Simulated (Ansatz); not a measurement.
The cell was built from the rocksalt type and relaxed in the same program, and has space group Fm-3m; it needn't be a known or the stable phase.

LiBr: DFT, PBE, all-electron LAPW, scalar-relativistic (Ansatz 0.2.0).

```yaml
crystal:
  lattice:
    - [0.0, 2.7547921786, 2.7547921786]
    - [2.7547921786, 0.0, 2.7547921786]
    - [2.7547921786, 2.7547921786, 0.0]
  atoms:
    - { symbol: Li, position: [0.0, 0.0, 0.0] }
    - { symbol: Br, position: [0.5, 0.5, 0.5] }
kpoints:
  mp_grid: { grid: [12, 12, 12] }
  band_path:
    path:
      - [0.0, 0.0, 0.0]
      - [0.5, 0.0, 0.5]
      - [0.625, 0.25, 0.625]
      - [0.375, 0.375, 0.75]
      - [0.0, 0.0, 0.0]
      - [0.5, 0.5, 0.5]
      - [0.5, 0.25, 0.75]
      - [0.5, 0.0, 0.5]
    npoints: 8
scf:
  occupations: { method: fermi_dirac, width: 0.08 }
hamiltonian:
  xc: pbe
  pseudopotentials: { kind: all_electron, lapw: { basis_error: 0.001 } }
output:
  forces: true
  stress: true
  eigenvalues: true
  fatbands: true
  populations: true
  dos: { projected: true, de: 0.2, e_range: [-14, 8] }
```

Output:

```
Li: projections on atomic orbitals take those of the free atom 1s2 2s1, of charge +0.00 (hamiltonian.pseudopotentials.projection_atoms)
Br: projections on atomic orbitals take those of the free atom 1s2 2s2 2p6 3s2 3p6 3d10 4s2 4p5, of charge +0.00 (hamiltonian.pseudopotentials.projection_atoms)
LAPW: plane waves up to 6.084 Å⁻¹, error target 1.0e-3 eV per atom; small_component_spin mean_spin; Li in spheres of 1.179 Å, 3 of its electrons in bands, Dirac shells []; Br in spheres of 1.576 Å, 25 of its electrons in bands, Dirac shells []
Engine: ansatz 0.2.0
Pseudopotentials: kind: all_electron
Pseudopotential: Li, LAPW, valence charge 3, Koelling and Harmon's equation, gaussian nucleus
Pseudopotential: Br, LAPW, valence charge 25, Koelling and Harmon's equation, gaussian nucleus
Functional definition: PBE
  parameter kappa = 0.804
  parameter beta = 0.06672455060314922
  exchange = pbe_x(kappa = kappa, mu = beta*pi^2/3)
  correlation = pbe_c(beta = beta)
Crystal: 2 atoms, lattice volume = 41.812 Å³
Basis set: ecut = 141.00575072616292 eV, 169 PW (Γ), exchange–correlation at level 2
Bands: 18, of which v1, the nominal top of the filled ones, is band 14 counted from 1 (13 counted from 0)
Symmetry: 48 space group operations
Space group: Fm-3m (ITA 225), of the structure as read, at distance tolerance 3.5e-5 Å
k-points: 72 of 1728
Non-local potential: Li, projectors of the file, none
Non-local potential: Br, projectors of the file, none
Initial density: superposition of atomic densities (chi_scale 0.1, normalization cell, long waves kept (reshape's long-wave potential 0.00 eV rms))
Initial wavefunctions: plane waves of lowest kinetic energy (no species holds an atomic orbital)
Functional: x = pbe(κ = 0.804, μ = 0.2195149727645171), c = pbe(β = 0.06672455060314922)
iter 1 solved again at ethr=3.60e-4 eV; its pass at ethr=1.00e-1 eV (dr2=1.01e-1 eV) is discarded
SCF iter   1: F=—  HF=-71132.954115 eV  |F-HF|=—  |Δ(HF+E_count)|=         —  Δρ=1.21e-2  dr2=1.01e-1  ethr=3.60e-4  ⟨swp⟩=2.6  Hψ=8226  notcnv=0
preconditioner: auto → none  [insulator: Δε(μ)=5.037 eV  Ē_g=13.083 eV  σ=0.080 eV  W_gap=1.00  n_scr=14 (ndim 8)  ℏωp=16.2 eV  f_vac=0.000  D(μ)=0.00/eV (n_scr^D=0)  ε∞_Penn≈2.5]
SCF iter   2: F=—  HF=-71132.923813 eV  |F-HF|=—  |Δ(HF+E_count)|=   3.03e-2  Δρ=4.06e-3  dr2=1.03e-2  ethr=3.59e-4  ⟨swp⟩=2.0  Hψ=3856  notcnv=0
SCF iter   3: F=—  HF=-71132.929954 eV  |F-HF|=—  |Δ(HF+E_count)|=         —  Δρ=1.61e-3  dr2=1.61e-3  ethr=3.68e-5  ⟨swp⟩=2.4  Hψ=3760  notcnv=0
the basis was enlarged: its passes take 46.6 KiB over the memory plan, 1 of 1 planned eigensolver slots
iter 4 solved again at ethr=1.69e-7 eV; its pass at ethr=5.76e-6 eV (dr2=4.72e-5 eV) is discarded
SCF iter   4: F=—  HF=-71132.931247 eV  |F-HF|=—  |Δ(HF+E_count)|=   1.29e-3  Δρ=2.93e-4  dr2=4.72e-5  ethr=1.69e-7  ⟨swp⟩=2.0  Hψ=6356  notcnv=0
SCF iter   5: F=—  HF=-71132.931329 eV  |F-HF|=—  |Δ(HF+E_count)|=   8.21e-5  Δρ=4.03e-5  dr2=8.38e-7  ethr=1.69e-7  ⟨swp⟩=3.0  Hψ=3804  notcnv=0
SCF iter   6: F=-71132.931331 eV  HF=-71132.931331 eV  |F-HF|=1.08e-8  |Δ(HF+E_count)|=   2.69e-6  Δρ=2.29e-6  dr2=1.89e-9  ethr=2.99e-9  ⟨swp⟩=3.0  Hψ=3864  notcnv=0
SCF 1 converged in 6 iterations: F = -71132.931331 eV  dr2 = 1.89e-9
NSCF: frozen V_eff on 57 k-points
SCF converged after 6 iterations
Free energy (F): -71132.931331 eV
Harris-Foulkes:  -71132.931331 eV  (|F-HF|=1.08e-8)
Internal energy: -71132.931331 eV  (E = F + TS)
E sigma→0 (E₀):  -71132.931331 eV
Fermi energy:    6.097656 eV
--- Per-component energies (eV) ---
  E_band       = -2066.615811
  E_kinetic    = 72913.229196
  E_xc         = -2563.386139
  E_electrostatic = -141482.774388  (all electrons and nuclei)
  E_smearing   = -0.000000  (= −TS)
  E_closure    = 0.000000  (closes the sum)
  E_atoms      = -71126.312548  (free atoms, spherical and without spin; not in F)
  Σ components = -71132.931331   (vs F -71132.931331, Δ=0.00e0)
  Basis errors (estimates in eV, not in F): energy 4.2e-4 per atom: plane waves 3.7e-4 (1.9e-4 summed), levels above the bands 2.7e-45, relativity 1.5e-8, radial functions 4.5e-5, core shells 3.5e-15; eigenvalues (radial functions only) 9.5e-6; not estimated: angular momenta, meshes, grids; target (lapw.basis_error) 1.0e-3; muffin-tin radii Li 1.179 Å, Br 1.576 Å
--- Forces (eV/Å), atoms counted from 1 ---
  atom   1  Li    -0.00000000    -0.00000000     0.00000000
  atom   2  Br     0.00000000     0.00000000     0.00000000
  max |Σ_I F_I| component: 5.22e-31 eV/Å
--- Stress (GPa, compression-positive) ---
        0.019990       0.000000       0.000000
        0.000000       0.019990      -0.000000
        0.000000      -0.000000       0.019990
  P = ⅓ Tr σ = 0.0200 GPa (0.200 kbar)
--- Band table (eV; the first three rows and the last of 72) ---
  k-point 0: bands = ["-226.6177", "-162.0335", "-162.0335", "-162.0335", "-55.3320", "-55.3320", "-55.3302", "-55.3302", "-55.3302", "-40.9269", "-9.9573", "3.4615", "3.4615", "3.4615", "8.3785", "13.9737", "13.9737", "13.9737"]
  k-point 1: bands = ["-226.6177", "-162.0335", "-162.0335", "-162.0335", "-55.3320", "-55.3320", "-55.3302", "-55.3302", "-55.3302", "-40.9268", "-9.9290", "3.1808", "3.4422", "3.4422", "8.6445", "13.5267", "13.9717", "13.9717"]
  k-point 2: bands = ["-226.6177", "-162.0335", "-162.0335", "-162.0335", "-55.3319", "-55.3319", "-55.3302", "-55.3302", "-55.3302", "-40.9266", "-9.8497", "2.5303", "3.3910", "3.3910", "9.1592", "13.0315", "13.4233", "13.4233"]
  k-point 71: bands = ["-226.6177", "-162.0335", "-162.0335", "-162.0335", "-55.3320", "-55.3319", "-55.3301", "-55.3301", "-55.3301", "-40.9254", "-9.3099", "1.3418", "1.3418", "2.3321", "11.4574", "12.0243", "12.9027", "12.9027"]
--- Löwdin populations: 2 sites ---
  site symbol       q [e]
     0     Li      2.3485
     1     Br     35.5879
  spilling = 0.001672 (of n_electrons = 38.000000)
```

populations.tsv:

```
# site	symbol	l	j	q
# orbitals = lowdin
# n_electrons = 38.000000
# spilling = 0.001672
# projection_atom_Li: 1s2 2s1
# projection_atom_Br: 1s2 2s2 2p6 3s2 3p6 3d10 4s2 4p5
0	Li	0_1S	-	1.994721
0	Li	0_2S	-	0.353823
1	Br	0_1S	-	1.999996
1	Br	0_2S	-	1.999810
1	Br	0_3S	-	1.996151
1	Br	0_4S	-	1.884319
1	Br	1_2P	-	5.999998
1	Br	1_3P	-	5.999545
1	Br	1_4P	-	5.708164
1	Br	2_3D	-	9.999919
```
